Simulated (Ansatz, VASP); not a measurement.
**One calculation of W, two programs**

File INCAR:

```
PREC     = Accurate       # precision mode
ENCUT    = 520            # plane-wave cutoff, eV
EDIFF    = 1E-8           # SCF threshold, eV
ISMEAR   = -1             # smearing method
SIGMA    = 0.05           # smearing width, eV
LREAL    = False          # projectors in reciprocal space
LASPH    = True           # aspherical terms in the spheres
NELM     = 60             # most SCF steps
ALGO     = Normal         # electronic algorithm
ISIF     = 2              # what is computed and relaxed
LWAVE    = False          # write WAVECAR
LCHARG   = False          # write CHGCAR
GGA      = PE             # functional
LEFG     = True         
NBANDS   = 13             # bands
```

KPOINTS

```
regular mesh
0
Gamma
  14 14 14
```

File POSCAR:

```
W
1.0
    0.0609000000      2.0604500000      2.0604500000
    2.0604500000      0.0609000000      2.0604500000
    2.0604500000      2.0604500000      0.0609000000
W
1
Direct
    0.0000000000      0.0000000000      0.0000000000
```

Input for Ansatz:

```yaml
crystal:
  lattice:
    - [0.0609, 2.06045, 2.06045]
    - [2.06045, 0.0609, 2.06045]
    - [2.06045, 2.06045, 0.0609]
  atoms:
    - { symbol: W, position: [0.0, 0.0, 0.0] }
kpoints:
  mp_grid: { grid: [14, 14, 14] }
scf:
  occupations: { method: fermi_dirac, width: 0.05 }
hamiltonian:
  xc: pbe
  pseudopotentials: { kind: paw }
output:
  forces: true
  stress: true
  eigenvalues: true
  efg: { contact_densities: true }
```

Change from the starting cell: equal xy, yz and zx shear strains of +3 %, PAW files.

Alike in both runs: task electric field gradients; functional PBE; k mesh 14 × 14 × 14; occupations fermi-dirac, width 0.05 eV; no spin polarisation.

|  | VASP | Ansatz |
| --- | --- | --- |
| version | VASP 6.6.1 | Ansatz 0.2.0 |
| potentials or method | VASP PAW PBE potentials, release 64 (W_sv) | PAW with Ansatz's default frozen-core files, scalar-relativistic |
| plane-wave cutoff (eV) | 520 | 420 |
| valence electrons in the cell | 14 | 14 |

VASP gave:

| Item | Value |
| --- | --- |
| pressure (GPa) | -3.6 |
| largest component of the traceless stress (GPa) | 1.27 |
| Vzz of the field gradient on the site that differs most (V/Å²) | 28.6 |

What did Ansatz give for the same quantities?

Pressure (GPa): -4.0; largest component of the traceless stress (GPa): 1.29; Vzz of the field gradient on the site that differs most (V/Å²): 39.2.

Ansatz warned: «gradients_without_spin_orbit».

Spin-orbit coupling is left out, which matters for the levels of W.
